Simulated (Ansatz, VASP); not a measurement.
**One calculation of AlN, two programs**

```
Al N
1.0
     0.12297    2.07072    2.07072
     2.07072    0.12297    2.07072
     2.07072    2.07072    0.12297
Al N
1 1
Cartesian
  2.1322 2.1322 2.1322
  0.0000 0.0000 0.0000
```

Alike in both runs: task single point; functional PBE; k mesh 10 × 10 × 10; occupations gaussian, width 0.05 eV; no spin polarisation.

|  | VASP | Ansatz |
| --- | --- | --- |
| version | VASP 6.6.1 | Ansatz 0.2.0 |
| potentials or method | VASP PAW PBE potentials, release 64 (Al, N) | scalar-relativistic, plane waves, PAW |
| plane-wave cutoff (eV) | 520 | 520 |
| valence electrons in the cell | 8 | 8 |

```csv
,VASP,Ansatz,Ansatz less VASP
gap on the k mesh at the Fermi level (eV),3.53,3.54,+0.007
least direct gap on the mesh (eV),4.92,4.91,-0.012
pressure (GPa),11.7,11.9,+0.13
largest component of the traceless stress (GPa),21.34,21.33,-0.007
```

A k mesh can miss the band edges.
